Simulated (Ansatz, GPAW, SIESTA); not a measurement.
## Ge: programs and potentials compared

```xyz
4
Lattice="4.0504 0.0000 0.0000 -2.0252 3.5078 0.0000 0.0000 0.0000 10.9934" Properties=species:S:1:pos:R:3 pbc="T T T"
Ge    2.0051    1.1877    4.5304
Ge    0.0071    2.3301   10.0133
Ge    0.0137    0.0231    5.2863
Ge    0.0113   -0.0660   10.7686
```

This isn't the form of Ge at room conditions, which is diamond.

Atoms were shifted at random by some hundredths of an Å from the given cell, which wasn't relaxed again for these runs.

Alike in all runs: task single point; functional PBEsol; k mesh 8 × 8 × 3; occupations fermi-dirac, width 0.05 eV; no spin polarisation; no spin-orbit coupling. Pressure is positive in compression and, in plane waves, holds the error of the finite cutoff.

```tsv
program and potentials	plane-wave cutoff (eV)	notes	pressure (GPa)	largest force (eV/Å)	energy over the undisturbed cell (meV/atom)
GPAW, PAW data sets generated for this functional	600	4 valence electrons an atom on average	-1.78	0.672	14.73
SIESTA, files PseudoDojo sr-pbesol-0.4.1-standard, DZP (energy shift 0.003 Ry; two zetas on semicore shells)	-	atomic basis; 14 valence electrons an atom on average	-1.46	0.615	10.34
Ansatz, all-electron LAPW, scalar-relativistic	-	-	-1.88	0.678	-
```

Force on atom 4 (Ge), eV/Å:

```tsv
program and potentials	x	y	z
GPAW, PAW data sets generated for this functional	-0.048	0.547	-0.388
SIESTA, files PseudoDojo sr-pbesol-0.4.1-standard, DZP (energy shift 0.003 Ry; two zetas on semicore shells)	-0.049	0.556	-0.259
Ansatz, all-electron LAPW, scalar-relativistic	-0.046	0.527	-0.425
```

The pressure spans -1.88 (Ansatz, all-electron LAPW, scalar-relativistic) to -1.46 GPa (SIESTA, files PseudoDojo sr-pbesol-0.4.1-standard, DZP (energy shift 0.003 Ry; two zetas on semicore shells)), with all-electron results at -1.88. Rows in atomic bases carry the error of their basis and grid, which can be large.

Differences between rows come from potentials, basis sets and numerical settings, since the functional is the same but for its coding. Runs on potential files found faulty are left out.
